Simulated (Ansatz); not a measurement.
The cell is a 6-atom cell of SiO2 started from a crystallographic database; cell and atoms were relaxed with r2SCAN. The symmetry is I-42d (No. 122, tetragonal); a = 4.944 Å, c = 7.316 Å in the conventional setting, 14.90 Å³ an atom. Around Si lie 4 O at 1.61 Å; around O lie 2 Si at 1.61 Å.

```cif
data_structure
_symmetry_space_group_name_H-M 'I-42d'
_symmetry_Int_Tables_number 122
_cell_length_a 4.9439
_cell_length_b 4.9439
_cell_length_c 7.3157
_cell_angle_alpha 90.000
_cell_angle_beta 90.000
_cell_angle_gamma 90.000
_cell_volume 178.81
loop_
_atom_site_label
_atom_site_type_symbol
_atom_site_symmetry_multiplicity
_atom_site_Wyckoff_symbol
_atom_site_fract_x
_atom_site_fract_y
_atom_site_fract_z
_atom_site_occupancy
Si1 Si 4 a 0.00000 0.00000 0.00000 1
O1 O 8 d 0.25000 0.59836 0.37500 1
```

The questions ask for values computed with the PAW code Ansatz on this geometry. No spin polarisation and no zero-point or thermal motion.

Problem. Is there a gap with PBE, and of what kind?

Solution. The PBE gap is direct at Γ: 5.94 eV.

Problem. What does r2SCAN give for the gap (8×8×8 mesh)?

Solution. With r2SCAN the gap is 6.56 eV and direct, at Γ. The gap differs by +0.62 eV from PBE's.

Problem. What does HSE06 give for the gap (4×4×4 mesh)?

Solution. HSE06 gives a direct gap of 7.72 eV at Γ. The gap differs by +1.78 eV from PBE's.

Problem. Estimate the gap with Hartree-Fock on 4×4×4.

Solution. The Hartree-Fock gap is direct at Γ: 15.95 eV. The gap differs by +10.01 eV from PBE's.

Problem. Order these levels by the gap that they give, smallest first.
A. PBE
B. PBE0
C. LDA
D. Hartree-Fock
E. r2SCAN
F. HSE06
G. DDH-PBE0

Solution. C (5.71 eV), A (5.94 eV), E (6.56 eV), F (7.72 eV), B (8.49 eV), G (10.56 eV), D (15.95 eV).

Problem. How strongly does the crystal screen a field with clamped ions (PBE)?

Solution. ε∞: 2.22 along x and y, 2.24 along z. Born charges, averaged over directions: Si +3.32, O -1.66 e.

Problem. Relaxed again with PBEsol, is the cell stable at the zone centre, and where do its optical modes lie?

Solution. The zone-centre optical frequencies run from 131 to 1102 cm⁻¹, none imaginary (the rest of the zone wasn't tested). With the long-range field the highest mode reaches 1209 cm⁻¹.

Problem. What do these levels agree on?

Solution. r2SCAN covers 35 % of the step from PBE to HSE06. Among these functionals the gap stays direct.

The meshes of the hybrids are coarse, so their gaps aren't converged to the digits shown.
